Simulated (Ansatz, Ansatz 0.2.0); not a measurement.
# CaTi2O4 with PBEsol: a coarse k mesh suffices, but the short axis comes out almost 4 % too short

## Background

The reference values come from "Atomic-scale analysis of cation ordering in reduced calcium titanate" (2017, PubMed Central 5670233). The short Ti–Ti distance, between neighbouring double rutile-type chains within a puckered sheet, was read from a HAADF-STEM intensity profile. The sample was a flux-grown micro-pillar thinned by focused ion beam, with some ordered Ti vacancies. This is a local distance in a projected image, and it carries no stated uncertainty. The two cell lengths are of another kind: they are single-crystal X-ray values from earlier work on a different crystal, cited there in the Bbmm setting. I relabel them to Cmcm, so that a is the short axis along the chains and b is one of the two long axes. No temperature is given with any of the three values.

| compared with | measured | source's wording or label | method |
| --- | --- | --- | --- |
| Ti–Ti distance 1 (Å) | 2.765 | Ti-Ti between neighbouring double rutile-type chains within a puckered sheet (dimer) | HAADF-STEM intensity profile |
| a (Å) | 3.14 | c in Bbmm setting | single crystal X-ray diffraction |
| b (Å) | 9.718 | a in Bbmm setting | single crystal X-ray diffraction |

Conditions are those given with the value in the passage it was taken from; "not stated" means there, and the paper may say more elsewhere.

## Strategy

I want the lightest numerical settings that still hold the Ti–Ti distance, a and b of CaTi₂O₄, and I want to know what each saving costs or gains in time. The model is the ideal, fully occupied 14-atom primitive cell, started from a diffraction structure whose a, b and Ti–Ti distance differ slightly from the reference values. The axis c is followed but not compared here.

PBEsol is the working level, since it is made for the equilibrium geometry of solids and is cheap enough to repeat. Formally the compound holds Ti³⁺ with one d electron, and pairing of Ti across shared octahedral edges may matter. My runs are not spin-polarised, so any local moments are missing from the model.

**Target against experiment:** 1 % for each of the three quantities. That is about the usual error of a good semilocal functional for lengths, and it leaves room for thermal and zero-point expansion, roughly a few tenths of a per cent, which static cells lack. For the Ti–Ti distance 1 % is about 0.03 Å, small enough to notice a wrong description of the pair.

**Numerical tolerance:** 0.2 % between a light setting and the best one tested, so that numerical error stays well below the target.

I vary the k mesh first, then the cutoff, each with the other held fixed. After that I check the potentials and set the numerical errors against the change brought by another functional.

Plain PBE is not among the levels examined in this study.

System: CaTi2O4 (calcium titanate (reduced)), orthorhombic CaTi2O4 type (Bbmm); Cmcm (No. 63), 14 atoms in the primitive cell; the database structure is a diffraction structure: a = 3.136 Å, b = 9.727 Å, c = 9.976 Å; structure from the Crystallography Open Database.

## 1. Three k meshes with PBEsol

With a d electron per Ti and no spin polarisation the compound may well come out metallic, and then the k mesh is the setting I trust least. I relax cell and atoms on a coarse, a medium and a dense mesh at the default cutoff and the same smearing. I expect the Ti–Ti distance to react more than the cell lengths, because it depends on how the d bands near the Fermi level are filled.

**Run 1.** Ansatz 0.2.0: PBEsol, cell and atoms relaxed from the database structure, PAW set soft_2, cutoff 420 eV (default), 6x6x2 k mesh, Gaussian smearing 0.1 eV.

Key lines of the input:
```
crystal:
  # lattice and atoms
kpoints:
  mp_grid: { grid: [6, 6, 2] }
hamiltonian:
  xc: pbesol
scf:
  occupations: { method: gaussian, width: 0.1 }
output:
  forces: true
  stress: true
relax:
  adjacent_minimum: "off"
  f_tol: 0.005
  max_steps: 60
  cell: { stress_tol: 0.03 }
```

Command:
```
ansatz run input.yaml --threads 8 --pin off --max-ram 16384MiB --backend cpu --events-out ev --progress --plain --runs-dir out
```

Selected lines of the output:
```
Basis set: ecut = 420 eV, 2873 PW (Γ) [...]
k-points: 26 of 72
```

Converged; 25 s on 8 cores of Arm Neoverse V2, shared host.

**Run 2.** Ansatz 0.2.0: PBEsol, cell and atoms relaxed from the database structure, PAW set soft_2, cutoff 420 eV (default), 10x10x4 k mesh, Gaussian smearing 0.1 eV.

Key lines of the input, as changed from run 1:
```diff
  kpoints:
-   mp_grid: { grid: [6, 6, 2] }
+   mp_grid: { grid: [10, 10, 4] }
```

Selected lines of the output:
```
Basis set: ecut = 420 eV, 2881 PW (Γ) [...]
k-points: 93 of 400
relax step  11: F+E_penalty+E_count = -17992.37288998 eV  [...]  max|allowed force component| = 3.466e-3 eV/Å  [...]  P = -0.003 GPa  Ω = 146.913 …
```

Converged; wall time 87 s.

**Run 3.** Ansatz 0.2.0: PBEsol, cell and atoms relaxed from the database structure, PAW set soft_2, cutoff 420 eV (default), 14x14x4 k mesh, Gaussian smearing 0.1 eV.

Key lines of the input, as changed from run 1:
```diff
  kpoints:
-   mp_grid: { grid: [6, 6, 2] }
+   mp_grid: { grid: [14, 14, 4] }
```

Selected lines of the output:
```
Basis set: ecut = 420 eV, 2881 PW (Γ) [...]
k-points: 171 of 784
```

Converged; wall time 2.3 min.

| quantity | run 1 | run 2 | run 3 | measured |
| --- | --- | --- | --- | --- |
| Ti–Ti distance 1 (Å) | 2.740 | 2.737 | 2.738 | 2.765 |
| a (Å) | 3.022 | 3.026 | 3.025 | 3.14 |
| b (Å) | 9.701 | 9.695 | 9.698 | 9.718 |
| c (Å) | 10.021 | 10.014 | 10.015 |  |

The coarse mesh already meets the numerical tolerance. From 26 to 171 irreducible k-points the Ti–Ti distance moves by 0.002 Å and a by 0.003 Å, about 0.1 % each, and b by a smaller fraction of its length. The medium and dense meshes agree within 0.003 Å in all lengths. I had expected the Ti–Ti distance to be the most sensitive quantity, but a reacts just as much. The dense mesh takes more than five times as long as the coarse one and changes nothing that matters here.

Against experiment the picture is uneven. b agrees well. The Ti–Ti distance lies so close to the 1 % limit that the medium mesh falls just outside it and the other two just inside, so I leave it undecided. The short axis a is far off: 3.025 Å on the dense mesh against 3.14 Å, almost 4 % too short. The k mesh can't be the cause, nor can thermal expansion of ordinary size. The starting diffraction structure, with a = 3.136 Å, supports the measured value. Since a is also the Ti–Ti repeat along the chains, I suspect that the calculation without spin polarisation binds the d electrons too strongly along them. That is a conjecture so far.

## 2. Cutoff below and above the default

I keep the medium mesh and relax once with a much lower and once with a much higher cutoff, so that the default run sits between them. This shows whether a cheaper basis is usable, and whether an incomplete basis has any share in the short a axis. I expect the low cutoff to shift the lengths visibly, since oxygen 2p states need many plane waves, and the high one to change little.

**Run 4.** Ansatz 0.2.0: PBEsol, cell and atoms relaxed from the database structure, PAW set soft_2, cutoff 290 eV, 10x10x4 k mesh, Gaussian smearing 0.1 eV.

Key lines of the input, as changed from run 2:
```diff
+ basis:
+   ecutwfc: 290.0
```

Selected lines of the output:
```
Basis set: ecut = 290 eV, 1647 PW (Γ) [...]
relax step  31: F+E_penalty+E_count = -17986.29756682 eV  [...]  max|allowed force component| = 1.290e-4 eV/Å  [...]  P = -0.002 GPa  Ω = 146.703 …
```

Converged; wall time 2.5 min. Warnings: cutoff_below_recommended (in short: A typed cutoff is below a recommended value, from the records, the datasets' recipe or DFPT's needs, possibly lowering the density cutoff; compare with a higher-cutoff run).

**Run 5.** Ansatz 0.2.0: PBEsol, cell and atoms relaxed from the database structure, PAW set soft_2, cutoff 590 eV, 10x10x4 k mesh, Gaussian smearing 0.1 eV.

Key lines of the input, as changed from run 2:
```diff
+ basis:
+   ecutwfc: 590.0
```

Selected lines of the output:
```
Basis set: ecut = 590 eV, 4709 PW (Γ) [...]
relax step   8: F+E_penalty+E_count = -17992.42765826 eV  [...]  max|allowed force component| = 3.735e-3 eV/Å  [...]  P = -0.015 GPa  Ω = 146.927 …
```

Converged; wall time 94 s.

| quantity | run 4 | run 5 | measured |
| --- | --- | --- | --- |
| Ti–Ti distance 1 (Å) | 2.717 | 2.737 | 2.765 |
| a (Å) | 3.040 | 3.027 | 3.14 |
| b (Å) | 9.685 | 9.696 | 9.718 |
| c (Å) | 9.966 | 10.014 |  |

The default cutoff is sufficient: going up to 590 eV changes none of the lengths by more than about 0.001 Å, at nearly the same time. The low cutoff fails the tolerance. Against the 590 eV run it shortens the Ti–Ti distance from 2.737 to 2.717 Å, or by 0.7 %, and lengthens a by 0.013 Å. The program warns that this cutoff lies below the recommended value and advises a comparison with a higher one, and that comparison rules it out.

It doesn't save time either. The basis is much smaller, but the relaxation needed 31 steps instead of 11 and took longer than the default run. The slightly longer a at 290 eV is a basis error and no improvement, and the short axis remains far too short at the highest cutoff.

## 3. Other potentials for the short axis

Mesh and cutoff are now excluded as causes of the short a axis, but every run so far used the same PAW set. Before I blame PBEsol or the missing spin polarisation, I repeat the relaxation with norm-conserving PseudoDojo potentials on the medium mesh. I expect a to change by a hundredth of an ångström or so, far less than the 0.11 Å that is missing. The much higher cutoff these potentials need should also show in the time.

**Run 6.** Ansatz 0.2.0: PBEsol, PseudoDojo norm-conserving pseudopotentials, cell and atoms relaxed from the database structure, cutoff 1143 eV (default), 10x10x4 k mesh, Gaussian smearing 0.1 eV.

Key lines of the input, as changed from run 2:
```diff
  hamiltonian:
+   pseudopotentials: { kind: nc, accuracy: standard }
```

Selected lines of the output:
```
Basis set: ecut = 1142.878222 eV, 12853 PW (Γ) [...]
relax step  10: F+E_penalty+E_count = -12171.72151726 eV  [...]  max|allowed force component| = 2.180e-4 eV/Å  [...]  P = +0.002 GPa  Ω = 146.582 …
```

Converged; wall time 5.6 min.

| quantity | run 6 | measured | deviation |
| --- | --- | --- | --- |
| Ti–Ti distance 1 (Å) | 2.736 | 2.765 | −0.029 (−1.0 %) |
| a (Å) | 3.023 | 3.14 | −0.117 (−3.7 %) |
| b (Å) | 9.690 | 9.718 | −0.028 (−0.3 %) |
| c (Å) | 10.007 |  |  |

The norm-conserving potentials give the same structure as the PAW set. The lengths differ by at most 0.007 Å, about 0.1 % or less, and a is again almost 4 % too short. The run takes nearly four times as long as its PAW counterpart. The short axis is therefore a property of PBEsol without spin polarisation, and the choice of potentials has no visible part in it.

The Ti–Ti distance is now a narrow miss at 2.736 Å. All the PBEsol runs at or above the default cutoff lie within a few thousandths of an ångström of the 1 % limit, too close to call against a distance read from an image profile.

## 4. r2SCAN on two meshes

For the error of the theory I change the functional to r2SCAN, still without spin polarisation. As a meta-GGA it usually reduces the self-interaction error somewhat, which matters for d electrons. If the functional is the main cause, a should lengthen clearly; if the missing moments are, I expect most of the error to stay. The mesh test with PBEsol doesn't carry over automatically, so I run the coarse and the medium mesh together.

**Run 7.** Ansatz 0.2.0: r2SCAN, cell and atoms relaxed from the database structure, PAW set soft_2, cutoff 500 eV (default), 6x6x2 k mesh, Gaussian smearing 0.1 eV.

Key lines of the input, as changed from run 1:
```diff
  hamiltonian:
-   xc: pbesol
+   xc: r2scan
```

Selected lines of the output:
```
Basis set: ecut = 500 eV, 3805 PW (Γ) [...]
k-points: 26 of 72
relax step   9: F+E_penalty+E_count = -18234.00512119 eV  [...]  max|allowed force component| = 2.969e-3 eV/Å  [...]  P = -0.001 GPa  Ω = 149.509 …
```

Converged; wall time 41 s.

**Run 8.** Ansatz 0.2.0: r2SCAN, cell and atoms relaxed from the database structure, PAW set soft_2, cutoff 500 eV (default), 10x10x4 k mesh, Gaussian smearing 0.1 eV.

Key lines of the input, as changed from run 2:
```diff
  hamiltonian:
-   xc: pbesol
+   xc: r2scan
```

Selected lines of the output:
```
Basis set: ecut = 500 eV, 3805 PW (Γ) [...]
k-points: 93 of 400
relax step   8: F+E_penalty+E_count = -18234.01919791 eV  [...]  max|allowed force component| = 3.120e-3 eV/Å  [...]  P = +0.006 GPa  Ω = 149.510 …
    - { symbol: Ti, position: [0.12350747548888269, 0.8764925245111173, 0.9360580539523707] }
    - { symbol: Ti, position: [0.8764925245111173, 0.12350747548888269, 0.06394194604762925] }
```

Converged; wall time 2 min.

| quantity | run 7 | run 8 | measured |
| --- | --- | --- | --- |
| Ti–Ti distance 1 (Å) | 2.720 | 2.718 | 2.765 |
| a (Å) | 3.073 | 3.073 | 3.14 |
| b (Å) | 9.693 | 9.700 | 9.718 |
| c (Å) | 10.038 | 10.031 |  |

r2SCAN lengthens a to 3.073 Å and so removes less than half of the PBEsol error, but it still misses by about 2 %. The Ti–Ti distance gets worse at 2.718 Å, now a clear miss of 1.7 %, while b remains good. The coarse mesh serves here too: it differs from the medium one by 0.007 Å at most, at about a third of the time.

The change of functional moves a by roughly ten times the largest difference between adequate numerical settings. It doesn't settle what the remaining error comes from, because both functionals were run without spin polarisation.

From the relaxed positions, the two Ti atoms of the short pair have the same coordinate along a, so a longer a doesn't stretch this pair geometrically. With r2SCAN the axis grows and the pair contracts, which suggests that the two may compete for the same d electrons.

## 5. The Ti pair in the diffraction cell

To separate the pair from the error in a, I return to PBEsol and relax only the atoms, with the cell held at the diffraction lengths, where a is 3.136 Å. If the near-agreement of the PBEsol pair distance depends on the short axis, the pair should contract below 2.737 Å in this cell. If it moves towards 2.765 Å instead, the relaxed cell was to blame for the pair as well.

**Run 9.** Ansatz 0.2.0: PBEsol, atoms relaxed in the database cell, PAW set soft_2, cutoff 420 eV (default), 10x10x4 k mesh, Gaussian smearing 0.1 eV.

Key lines of the input, as changed from run 2:
```diff
  relax:
-   cell: { stress_tol: 0.03 }
```

Selected lines of the output:
```
relax step   6: F+E_penalty+E_count = -17992.19584113 eV  [...]  max|allowed force component| = 1.567e-3 eV/Å  [...]  (6 SCF iters, accepted)
```

Converged; wall time 41 s. Warnings: stress_scf_threshold_loose (in short: The SCF threshold is looser than advised for an accurate stress, whose error scales with the threshold's square root, so the reported stress may be noticeably off).

| quantity | run 9 | measured | deviation |
| --- | --- | --- | --- |
| Ti–Ti distance 1 (Å) | 2.708 | 2.765 | −0.057 (−2.0 %) |

In the diffraction cell the pair contracts to 2.708 Å, 0.029 Å shorter than in the relaxed PBEsol cell and 2 % below the measured distance. The borderline agreement of the fully relaxed runs therefore owes something to a cancellation: their wrong cell lengthens a pair that PBEsol otherwise makes too short. I can't assign the change to a alone, because b and c differ between the two cells as well. The direction does fit the competition between the pair and the chain axis that I suspected from r2SCAN.

The warning about the SCF threshold concerns the stress, which plays no part in a relaxation at fixed cell.

## 6. BLYP as a test of general overbinding

The short a axis could still be part of a general tendency to bind too tightly. BLYP usually gives solids that are too large, so I relax cell and atoms with it on the medium mesh. If general overbinding were the cause, a should come close to 3.14 Å without spoiling b. I expect instead that b grows too long while a stays short, which would point to the treatment of the d electrons along the chains.

**Run 10.** Ansatz 0.2.0: BLYP, cell and atoms relaxed from the database structure, PAW set soft_2, cutoff 420 eV (default), 10x10x4 k mesh, Gaussian smearing 0.1 eV.

Key lines of the input, as changed from run 2:
```diff
  hamiltonian:
-   xc: pbesol
+   xc: blyp
```

Converged; wall time 87 s.

| quantity | run 10 | measured | deviation |
| --- | --- | --- | --- |
| Ti–Ti distance 1 (Å) | 2.794 | 2.765 | +0.029 (+1.0 %) |
| a (Å) | 3.105 | 3.14 | −0.035 (−1.1 %) |
| b (Å) | 9.903 | 9.718 | +0.185 (+1.9 %) |
| c (Å) | 10.217 |  |  |

BLYP lengthens every axis, as a functional that binds solids too weakly should. The short axis reaches 3.105 Å, too close to the 1 % limit to decide. The price is b, which is now 1.9 % too long, a clear miss. The Ti–Ti distance has changed sides and lies just beyond the limit at 2.794 Å, too close to call against a distance from an image profile.

The shape of the cell says more than the single lengths. The ratio a/b is still about 3 % too small, hardly better than with PBEsol, and r2SCAN comes closer at about 2 %. General overbinding therefore doesn't explain the short axis: weaker binding enlarges the whole cell and leaves most of the error in its proportions. This fits a fault in the description of the d electrons along the chains, but it doesn't show whether the functional or the missing spin polarisation is responsible. I tested neither mesh nor cutoff for BLYP itself; the error in b is far larger than any change I saw between adequate settings with the other two functionals.

## Results at a glance

| run | settings | Ti–Ti distance 1 (Å) | a (Å) | b (Å) | mean abs. dev. of these columns (%) | cost |
| --- | --- | --- | --- | --- | --- | --- |
| 1 | PBEsol, 6x6x2 mesh | 2.740 | 3.022 | 9.701 | 1.6 | 3.4 core-min |
| 2 | PBEsol, cell and atoms relaxed from the database structure, PAW set soft_2, cutoff 420 eV (default), 10x10x4 k mesh | 2.737 | 3.026 | 9.695 | 1.6 | 12 core-min |
| 3 | PBEsol, 14x14x4 mesh | 2.738 | 3.025 | 9.698 | 1.6 | 19 core-min |
| 4 | PBEsol, cutoff 290 eV | 2.717 | 3.040 | 9.685 | 1.8 | 20 core-min |
| 5 | PBEsol, cutoff 590 eV | 2.737 | 3.027 | 9.696 | 1.6 | 13 core-min |
| 6 | PBEsol, PseudoDojo, cutoff 1143 eV | 2.736 | 3.023 | 9.690 | 1.7 | 45 core-min |
| 7 | r2SCAN, cutoff 500 eV, 6x6x2 mesh | 2.720 | 3.073 | 9.693 | 1.3 | 5.5 core-min |
| 8 | r2SCAN, cutoff 500 eV | 2.718 | 3.073 | 9.700 | 1.3 | 16 core-min |
| 9 | PBEsol, atoms relaxed in the database cell | 2.708 | – | – |  | 5.5 core-min |
| 10 | BLYP, cell and atoms relaxed from the database structure, PAW set soft_2, cutoff 420 eV (default), 10x10x4 k mesh | 2.794 | 3.105 | 9.903 | 1.4 | 12 core-min |
|  | measured | 2.765 | 3.14 | 9.718 |  |  |

## How well does the simulation do?

PBEsol misses the target I set. The short axis a comes out almost 4 % too short, b agrees within 0.3 %, and the Ti–Ti distance lies too close to the 1 % limit to decide.

The numerical question has a clear answer. The 6×6×2 mesh with the default cutoff holds all three lengths within about 0.1 % of the denser meshes, for 3.4 core-minutes. Denser meshes and the 590 eV cutoff only confirmed this. The 290 eV cutoff was a false economy, since it spoiled the Ti–Ti distance and took longer. I didn't vary the smearing.

The potential check mattered most for the diagnosis, because norm-conserving potentials reproduced the short a axis. The relaxation in the diffraction cell then showed that the near-agreement of the Ti–Ti distance rests partly on a cancellation: with the cell held there, PBEsol makes the pair 2 % too short.

The functional matters far more than any adequate numerical setting. r2SCAN removes about two fifths of the error in a and shortens the pair further; BLYP brings a near the limit by enlarging the whole cell, and b then misses.

Thermal and zero-point expansion would lengthen a, but by a few tenths of a per cent at most, so most of the gap remains. I suspect the d electrons, described without spin polarisation and with too little correlation, bind too strongly along the chains. No run here separates these two causes. A spin-polarised calculation with a Hubbard U on Ti would be the natural next test.

The Ti–Ti reference is itself uncertain, as a local distance from an image of a crystal with some Ti vacancies. The cell lengths come from another crystal, but the diffraction structure I started from has nearly the same a, so I see little reason to doubt that miss.

[Logs are printed without paths, hosts, clocks, repeated set-up lines and the standing remarks that a program may print on its own settings, such as how far it seeks lower states.]

[The runs shown are a pick from a larger set of finished runs; failed, doubtful and other runs were left out of it ahead of writing. So were measured values far from every level or from commonly accepted values, and agreement can look better than it is. Lines of input and output are excerpts and may be shortened.]

[Plain PBE was run on this system too; it isn't shown.]
